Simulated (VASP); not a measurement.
# MnS (P6_3mc) in VASP: further runs

The runs below take MnS through single point, with LDA.

Everything below comes from runs of VASP 6.6.1. Logs are shortened: lines on timing, memory, paths and dates and some standing lists are left out, and cuts for length are marked.

## Step 1: Starting point

It takes space group P6_3mc (No. 186, hexagonal). The conventional cell has a = 3.954 Å, b = 3.954 Å, c = 6.343 Å, α = 90.00°, β = 90.00°, γ = 120.00°. Mn (site symmetry 3m) is surrounded by 4 S at 2.36 to 2.42 Å. Around S (site symmetry 3m) lie 4 Mn at 2.36 to 2.42 Å.

The cell is a database's computed one.

## Step 2: Single point, LDA, collinear spin, ferromagnetic start

The input, INCAR:

```
PREC = Accurate ; ENCUT = 520
EDIFF = 1E-6 ; ISMEAR = 0
SIGMA = 0.05 ; LREAL = False
LASPH = True ; NELM = 120
ALGO = Normal ; ISIF = 2
LWAVE = False ; LCHARG = False
ISPIN = 2 ; MAGMOM = 4 4 0 0
LORBIT = 11 ; LMAXMIX = 4
GGA = CA
```

The input, KPOINTS:

```
regular mesh
0
Gamma
  8 8 4
```

The input, POSCAR:

```
MnS
3.9536
    0.999994163117      0.000000000000      0.000000000000
   -0.499997081571      0.866020348897      0.000000000000
    0.000000000000      0.000000000000      1.604241415419
Mn S
2 2
Direct
    0.6666666667      0.3333333333      0.4988446700
    0.3333333333      0.6666666667      0.9988446700
    0.3333333333      0.6666666667      0.6261543000
    0.6666666667      0.3333333333      0.1261543000
```

Potentials or basis: VASP PAW LDA potentials, release 64 (Mn_pv, S).

Run with:

```console
> cat potpaw_LDA.64/Mn_pv/POTCAR potpaw_LDA.64/S/POTCAR > POTCAR
> mpirun -np 1 vasp_std > vasp.out
```

OUTCAR:

```text
PREC = Accurate
   ENCUT = 520
   EDIFF = 1E-6
   ISMEAR = 0
   LREAL = False
   LASPH = True
   NELM = 120
   ISIF = 2
   ISPIN = 2
   LORBIT = 11
   GGA = CA

 ion  position               nearest neighbor table
   1  0.667  0.333  0.499-   4 2.36   3 2.42   3 2.42   3 2.42
   2  0.333  0.667  0.999-   3 2.36   4 2.42   4 2.42   4 2.42
   3  0.333  0.667  0.626-   2 2.36   1 2.42   1 2.42   1 2.42
   4  0.667  0.333  0.126-   1 2.36   2 2.42   2 2.42   2 2.42

  LATTYP: Found a hexagonal cell.
 ALAT       =     3.9535769233
 C/A-ratio  =     1.6042507792

  Lattice vectors:

 A1 = (   3.9535769233,   0.0000000000,   0.0000000000)
 A2 = (  -1.9767884617,   3.4238980514,   0.0000000000)
 A3 = (   0.0000000000,   0.0000000000,   6.3425288600)

Analysis of symmetry for initial positions (statically):
=====================================================================
 Subroutine PRICEL returns:
 Original cell was already a primitive cell.

 Routine SETGRP: Setting up the symmetry group for a
 hexagonal supercell.

 Subroutine GETGRP returns: Found 12 space group operations
 (whereof  6 operations were pure point group operations)
 out of a pool of 24 trial point group operations.

The static configuration has the point symmetry C_3v.
 The point group associated with its full space group is C_6v.

Analysis of symmetry for dynamics (positions and initial velocities):
=====================================================================
 Subroutine PRICEL returns:
 Original cell was already a primitive cell.

 Routine SETGRP: Setting up the symmetry group for a
 hexagonal supercell.

 Subroutine GETGRP returns: Found 12 space group operations
 (whereof  6 operations were pure point group operations)
 out of a pool of 24 trial point group operations.

The dynamic configuration has the point symmetry C_3v.
 The point group associated with its full space group is C_6v.

Analysis of structural, dynamic, and magnetic symmetry:
=====================================================================
 Subroutine PRICEL returns:
 Original cell was already a primitive cell.

 Routine SETGRP: Setting up the symmetry group for a
 hexagonal supercell.

 Subroutine GETGRP returns: Found 12 space group operations
 (whereof  6 operations were pure point group operations)
 out of a pool of 24 trial point group operations.

The overall configuration has the point symmetry C_3v.
 The point group associated with its full space group is C_6v.

 Subroutine INISYM returns: Found 12 space group operations
 (whereof  6 operations are pure point group operations),
 and found     1 'primitive' translations

----------------------------------------------------------------------------------------

                                     Primitive cell

  volume of cell :      85.8566

  direct lattice vectors                    reciprocal lattice vectors
     3.953576923  0.000000000  0.000000000     0.252935511  0.146032385  0.000000000
    -1.976788462  3.423898051  0.000000000     0.000000000  0.292064771  0.000000000
     0.000000000  0.000000000  6.342528860     0.000000000  0.000000000  0.157665818

  length of vectors
     3.953576923  3.953576923  6.342528860     0.292064771  0.292064771  0.157665818

  position of ions in fractional coordinates (direct lattice)
     0.666666667  0.333333333  0.498844670
     0.333333333  0.666666667  0.998844670
     0.333333333  0.666666667  0.626154300
     0.666666667  0.333333333  0.126154300

  ion indices of the primitive-cell ions
   primitive index   ion index
                 1           1
                 2           2
                 3           3
                 4           4

----------------------------------------------------------------------------------------

 KPOINTS: regular mesh

Automatic generation of k-mesh.
 Grid dimensions read from file:
 generate k-points for:    8    8    4

 Generating k-lattice:

  Cartesian coordinates                     Fractional coordinates (reciprocal lattice)
     0.031616939  0.018254048  0.000000000     0.125000000  0.000000000  0.000000000
     0.000000000  0.036508096  0.000000000     0.000000000  0.125000000  0.000000000
     0.000000000  0.000000000  0.039416454     0.000000000  0.000000000  0.250000000

  Length of vectors
     0.036508096  0.036508096  0.039416454

  Shift w.r.t. Gamma in fractional coordinates (k-lattice)
     0.000000000  0.000000000  0.000000000

 Subroutine IBZKPT returns following result:
 ===========================================

 Found     30 irreducible k-points:

 Following reciprocal coordinates:
            Coordinates               Weight
  0.000000  0.000000  0.000000      1.000000
  0.125000  0.000000  0.000000      6.000000
  0.250000  0.000000  0.000000      6.000000
  0.375000 -0.000000  0.000000      6.000000
  0.500000  0.000000  0.000000      3.000000
  0.125000  0.125000  0.000000      6.000000
[... 16 lines left out ...]
  0.250000  0.000000  0.500000      6.000000
  0.375000 -0.000000  0.500000      6.000000
 [... further k-points ...]
   k-points           NKPTS =     30   k-points in BZ     NKDIM =     30   number of bands    NBANDS=     27
   number of dos      NEDOS =    301   number of ions     NIONS =      4
   total plane-waves  NPLWV =  43200
   dimension x,y,z NGX =    30 NGY =   30 NGZ =   48
   dimension x,y,z NGXF=    60 NGYF=   60 NGZF=   96
   ions per type =               2   2
   NGX,Y,Z   is equivalent  to a cutoff of  12.61, 12.61, 12.58 a.u.
   NGXF,Y,Z  is equivalent  to a cutoff of  25.23, 25.23, 25.16 a.u.
 SYSTEM =  unknown system
   PREC   = accura    normal or accurate (medium, high low for compatibility)
   ISTART =      0    job   : 0-new  1-cont  2-samecut
   ICHARG =      2    charge: 1-file 2-atom 10-const
   ISPIN  =      2    spin polarized calculation?
   LNONCOLLINEAR =      F non collinear calculations
   LSORBIT =      F    spin-orbit coupling
   LASPH  =      T    aspherical Exc in radial PAW
   ENCUT  =  520.0 eV  38.22 Ry    6.18 a.u.   7.35  7.35 11.79*2*pi/ulx,y,z
   NELM   =    120;   NELMIN=  2; NELMDL= -5     # of ELM steps
   EDIFF  = 0.1E-05   stopping-criterion for ELM
   LREAL  =      F    real-space projection
   EDIFFG = 0.1E-04   stopping-criterion for IOM
   NSW    =      0    number of steps for IOM
   IBRION =     -1    ionic relax: 0-MD 1-quasi-New 2-CG
   NFREE  =      0    steps in history (QN), initial steepest desc. (CG)
   ISIF   =      2    stress and relaxation
   ISYM   =      2    0-nonsym 1-usesym 2-fastsym
   POTIM  = 0.5000    time-step for ionic-motion
   TEBEG  =    0.0;   TEEND  =   0.0 temperature during run
   PSTRESS=    0.0 pullay stress
   NELECT =      38.0000    total number of electrons
   NUPDOWN=      -1.0000    fix difference up-down
   EMIN   =  10.00;   EMAX   =-10.00  energy-range for DOS
   EFERMI =   0.00;   METHOD = LEGACY
   ISMEAR =     0;   SIGMA  =   0.05  broadening in eV -4-tet -1-fermi 0-gaus
   EFERMI_NEDOS =   21; number of points for ismear=-14 and -15
   IALGO  =     38    algorithm
   IMIX   =      4    mixing-type and parameters
     AMIX     =   0.40;   BMIX     =  1.00
     AMIX_MAG =   1.60;   BMIX_MAG =  1.00
  volume/ion in A,a.u.               =      21.46       144.85
  Fermi-wavevector in a.u.,A,eV,Ry     =   1.247608  2.357638 21.177824  1.556526
  Thomas-Fermi vector in A             =   2.381733
   LORBIT       =     11    0 simple, 1 ext, 2 COOP (PROOUT), +10 PAW based schemes
   GGA     = CA    functional components
   LHFCALC =     F    Hartree Fock is set to
   AEXX    =    0.0000 exact exchange contribution
   IVDW    =     0    specifies the selected vdW correction
   LEPSILON=     F    determine dielectric tensor
   LRPA    =     F    only Hartree local field effects (RPA)
 spin polarized calculation
 Gauss-broadening in eV      SIGMA  =   0.05
  energy-cutoff  :      520.00
  volume of cell :       85.86
 maximum number of plane-waves:      2340
 NGX is ok and might be reduce to    30
   NGX = 15   NGY = 15   NGZ = 23

 number of electron      37.9999986 magnetization       9.5219610

 Free energy of the ion-electron system (eV)
  ---------------------------------------------------
  ext. energy  EPLUGINS =         0.00000000
  ---------------------------------------------------
  free energy    TOTEN  =       -29.70029048 eV

  energy without entropy =      -29.69728117  energy(sigma->0) =      -29.69878582

 E-fermi :   4.3380     XC(G=0):  -9.8179

 val. band max:        4.3213230075   @ k =   0.3750  -0.0000   0.2500
 cond. band min:       4.3451561990   @ k =   0.3750   0.2500   0.0000
 fundamental gap:      0.0238331915
 Fermi energy:         4.3379734567

 spin component 1

 k-point     1 :       0.0000    0.0000    0.0000
  band No.  band energies     occupation
      1     -45.6176      1.00000
      2     -45.6176      1.00000
      3     -45.6169      1.00000
      4     -45.6169      1.00000
      5     -45.6019      1.00000
      6     -45.5976      1.00000
[... 19 lines left out ...]
     26       7.2100      0.00000
     27      10.2249      0.00000
[... 667 lines left out ...]
      5     -45.5994      1.00000
      6     -45.5994      1.00000
[... 19 lines left out ...]
     26       7.6708      0.00000
     27       9.7276      0.00000

 [... further k-points ...]

 spin component 2

 k-point     1 :       0.0000    0.0000    0.0000
  band No.  band energies     occupation
      1     -41.5611      1.00000
      2     -41.5611      1.00000
      3     -41.5601      1.00000
      4     -41.5601      1.00000
      5     -41.5594      1.00000
      6     -41.5534      1.00000
[... 19 lines left out ...]
     26       8.2853      0.00000
     27      11.1504      0.00000
[... 667 lines left out ...]
      5     -41.5557      1.00000
      6     -41.5557      1.00000
[... 19 lines left out ...]
     26       8.8191      0.00000
     27      10.8994      0.00000

 [... further k-points ...]
[... 5 lines left out ...]
  --------------------------------------------------------------------------------------
  -------------------------------------------------------------------------------------
  Total       -2.8155087     -2.8155087     -1.6533330      0.0000000      0.0000000      0.0000000
  in kB      -52.5404741    -52.5404741    -30.8530036      0.0000000      0.0000000      0.0000000
  external PRESSURE =     -45.3113173 kB  Pullay stress =       0.0000000 kB

 VOLUME and BASIS-vectors are now :
 -----------------------------------------------------------------------------
  energy-cutoff  :      520.00
  volume of cell :       85.86
      direct lattice vectors                 reciprocal lattice vectors
     3.953576923  0.000000000  0.000000000     0.252935511  0.146032385  0.000000000
    -1.976788462  3.423898051  0.000000000     0.000000000  0.292064771  0.000000000
     0.000000000  0.000000000  6.342528860     0.000000000  0.000000000  0.157665818

 POSITION                                       TOTAL-FORCE (eV/Angst)
 -----------------------------------------------------------------------------------
      1.97679      1.14130      3.16394         0.000000     -0.000000      0.248144
     -0.00000      2.28260      6.33520         0.000000      0.000000      0.248144
     -0.00000      2.28260      3.97140        -0.000000     -0.000000     -0.248144
      1.97679      1.14130      0.80014         0.000000      0.000000     -0.248144
 -----------------------------------------------------------------------------------
    total drift:                                0.000000      0.000001      0.002000

  FREE ENERGIE OF THE ION-ELECTRON SYSTEM (eV)
  ---------------------------------------------------
  free  energy   TOTEN  =       -29.7002904794 eV

  energy  without entropy=      -29.6972811660  energy(sigma->0) =      -29.69878582

 total charge

# of ion       s       p       d       tot
------------------------------------------
    1        0.271   6.219   4.942  11.432
    2        0.271   6.219   4.942  11.432
    3        1.317   2.417   0.000   3.734
    4        1.317   2.417   0.000   3.734
--------------------------------------------------
tot          3.176  17.271   9.884  30.331

 magnetization (x)

# of ion       s       p       d       tot
------------------------------------------
    1        0.043   0.063   4.053   4.159
    2        0.043   0.063   4.053   4.159
    3        0.011   0.084   0.000   0.095
    4        0.011   0.084   0.000   0.095
--------------------------------------------------
tot          0.108   0.294   8.105   8.507
```

Wall time 2.7 min (1 thread of AMD EPYC 7R13 (Zen 3), shared host); peak memory 0.2 GiB.

What came out:

- Free energy: -29.7003 eV
- Pressure: -4.5 GPa
- Largest force: 0.248 eV/Å
- Band gap on the k mesh: none (metal or under the smearing width)
- Net moment: 9.52 μB per cell
- Site moments: Mn +4.16; S +0.10 μB
- Valence electrons inside the program's atomic spheres: Mn 11.43; S 3.73

Forces on the atoms (eV/Å):
```
Mn   0.000  0.000  0.248
Mn   0.000  0.000  0.248
S    0.000  0.000 -0.248
S    0.000  0.000 -0.248
```

Stress tensor (GPa, compression positive):
```
-5.25  0.00  0.00
 0.00 -5.25  0.00
 0.00  0.00 -3.09
```

Caveat: semilocal functionals often make such compounds metallic where correlation or magnetic order opens a gap, which also shifts bond lengths; only a ferromagnetic start was run, and an antiferromagnetic order may lie lower in energy. With open d or f shells a metallic result of LDA can be an artefact of self-interaction; +U or a hybrid may open a gap.

## Step 3: Single point, LDA, collinear spin, ferromagnetic start

The input, run.py:

```python
from ase import Atoms
from ase.calculators.vasp import Vasp
from ase.dft.bandgap import bandgap

atoms = Atoms(
    ['Mn', 'Mn', 'S', 'S'],
    cell=[[3.9535769233, 0.0, 0.0], [-1.9767884617, 3.4238980514, 0.0], [0.0, 0.0, 6.34252886]],
    scaled_positions=[[0.6666666667, 0.3333333333, 0.49884467], [0.3333333333, 0.6666666667, 0.99884467], [0.3333333333, 0.6666666667, 0.6261543], [0.6666666667, 0.3333333333, 0.1261543]],
    pbc=True,
)
atoms.set_initial_magnetic_moments([4.0, 4.0, 0.0, 0.0])
calc = Vasp(
    directory='calc',
    xc='lda',
    pp='LDA',
    setups='materialsproject',
    prec='Accurate',
    encut=520,
    ediff=1e-06,
    ismear=0,
    sigma=0.05,
    lreal=False,
    lasph=True,
    nelm=100,
    algo='Normal',
    isif=2,
    lwave=False,
    lcharg=False,
    ispin=2,
    lorbit=11,
    lmaxmix=4,
    kpts=[8, 8, 4],
    gamma=True,
)
atoms.calc = calc

print('energy (eV):', atoms.get_potential_energy())
print('free energy (eV):', atoms.get_potential_energy(force_consistent=True))
print('forces (eV/A):')
print(atoms.get_forces())
print('stress (eV/A^3, Voigt):', atoms.get_stress())
print('Fermi level (eV):', calc.get_fermi_level())
print('moment (muB):', atoms.get_magnetic_moment())
print('site moments (muB):', atoms.get_magnetic_moments())
gap, top, bottom = bandgap(calc)
print('band gap (eV):', gap, 'from (spin, k, band)', top, 'to', bottom)
```

Potentials or basis: VASP PAW LDA potentials, release 64 (Mn_pv, S).

Run with:

```console
> python run.py
```

It took 2.9 min on 1 thread of AMD EPYC 7R13 (Zen 3), shared host; peak memory 0.21 GiB.

It converged, with:

- Free energy: -29.7003 eV
- Pressure: -4.5 GPa
- Largest force: 0.248 eV/Å
- Band gap on the k mesh: none (metal or under the smearing width)
- Net moment: 9.52 μB per cell
- Site moments: Mn +4.16; S +0.10 μB
- Valence electrons inside the program's atomic spheres: Mn 11.43; S 3.73

Forces on the atoms (eV/Å):
```
Mn   0.000  0.000  0.248
Mn   0.000  0.000  0.248
S    0.000  0.000 -0.248
S    0.000  0.000 -0.248
```

Stress tensor (GPa, compression positive):
```
-5.25  0.00  0.00
 0.00 -5.25  0.00
 0.00  0.00 -3.09
```

Levels at points of the mesh, in eV from the Fermi level:
Spin up:
| k point | band 22 | band 23 | band 24 | band 25 | band 26 | band 27 |
| --- | --- | --- | --- | --- | --- | --- |
| (0.00, 0.00, 0.00) | 0.48 | 0.55 | 0.55 | 1.21 | 2.87 | 5.89 |
| (0.50, 0.00, 0.00) | -1.96 | -0.87 | -0.45 | 3.63 | 3.79 | 4.53 |
| (0.00, 0.00, 0.50) | -0.03 | -0.03 | -0.03 | 2.79 | 2.79 | 5.89 |
| (0.50, 0.00, 0.50) | -1.18 | -1.05 | -1.05 | 3.21 | 3.21 | 5.28 |
Spin down:
| k point | band 11 | band 12 | band 13 | band 14 | band 15 | band 16 | band 17 | band 18 |
| --- | --- | --- | --- | --- | --- | --- | --- | --- |
| (0.00, 0.00, 0.00) | -3.23 | -3.23 | -3.19 | -3.19 | 0.33 | 0.33 | 0.66 | 0.82 |
| (0.50, 0.00, 0.00) | -3.99 | -3.37 | -3.27 | -3.17 | -0.08 | 0.10 | 0.57 | 0.73 |
| (0.00, 0.00, 0.50) | -3.23 | -3.23 | -3.23 | -3.23 | 0.64 | 0.64 | 0.64 | 0.64 |
| (0.50, 0.00, 0.50) | -3.32 | -3.32 | -3.23 | -3.23 | 0.40 | 0.40 | 0.73 | 0.73 |

Caveat: semilocal functionals often make such compounds metallic where correlation or magnetic order opens a gap, which also shifts bond lengths; only a ferromagnetic start was run, and an antiferromagnetic order may lie lower in energy.

## Step 4: For comparison

An earlier run on the cell as given: functional PBEsol; potentials or basis VASP PAW PBE potentials, release 64 (Mn_pv, S); cutoff 520 eV; k mesh 8 × 8 × 4; occupations fermi-dirac, width 0.05 eV; collinear spin, ferromagnetic start; starting moments [4.0, 4.0, 0.0, 0.0] μB.

* Pressure: -0.4 GPa
* Largest force: 0.274 eV/Å
* Band gap on the k mesh: none (metal or under the smearing width)
* Net moment: 9.82 μB per cell
* Site moments: Mn +4.30; S +0.09 μB
* Valence electrons inside the program's atomic spheres: Mn 11.40; S 3.74
